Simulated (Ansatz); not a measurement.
## Levels at Γ against strain in ZnS

```xyz
2
Lattice="0.0000 2.7046 2.7046 2.7046 0.0000 2.7046 2.7046 2.7046 0.0000" Properties=species:S:1:pos:R:3 pbc="T T T"
Zn    0.0000    0.0000    0.0000
S     4.0570    4.0570    4.0570
```

Atoms are numbered in the order listed.

Conventional cell: a = 5.409 Å, b = 5.409 Å, c = 5.409 Å, α = 90.00°, β = 90.00°, γ = 90.00°. Around Zn (atom 1) lie 4 S at 2.34 Å. S (atom 2) is surrounded by 4 Zn at 2.34 Å.

The cell is COD entry 9000107, as deposited and not checked against the literature; nothing was relaxed.

Theory: Ansatz 0.2.0, DFT, PBEsol, all-electron LAPW, scalar-relativistic.

Numerical set-up: a Γ-centred 8×8×8 k mesh, Fermi–Dirac smearing of 0.01 eV, basis error target 0.25 meV/atom, no spin polarisation.

The cell is scaled evenly. Fractional coordinates are held (clamped ions).

Only quantities that a quadratic follows smoothly over the whole series are listed; rougher ones are left out.

```
ln(V/Vcell)  direct gap at Γ (eV)  smallest gap on mesh and path (eV)
    -0.0619                 2.230                               2.230
    -0.0408                 2.138                               2.138
    -0.0202                 2.049                               2.049
    -0.0101                 2.006                               2.006
     0.0000                 1.963                               1.963
     0.0100                 1.921                               1.921
     0.0198                 1.880                               1.880
     0.0583                 1.720                               1.720
```

Q: Fit the series and give the slopes at zero strain.

A: Least-squares fits y = p0 + p1 x + p2 x² to the rows give direct gap at Γ (eV): p1 = -4.24, p2 = 1.2; smallest gap on mesh and path (eV): p1 = -4.24, p2 = 1.2. So dEg/dln V = -4.2 eV for the direct gap at Γ, the fundamental gap of this crystal. Semilocal gaps are too small, but their slopes carry over better.

Q: One run, at ln(V/Vcell) = 0.0392, is withheld. Predict its row.

A: The fits give 1.799, 1.799; the run gave 1.799, 1.799.
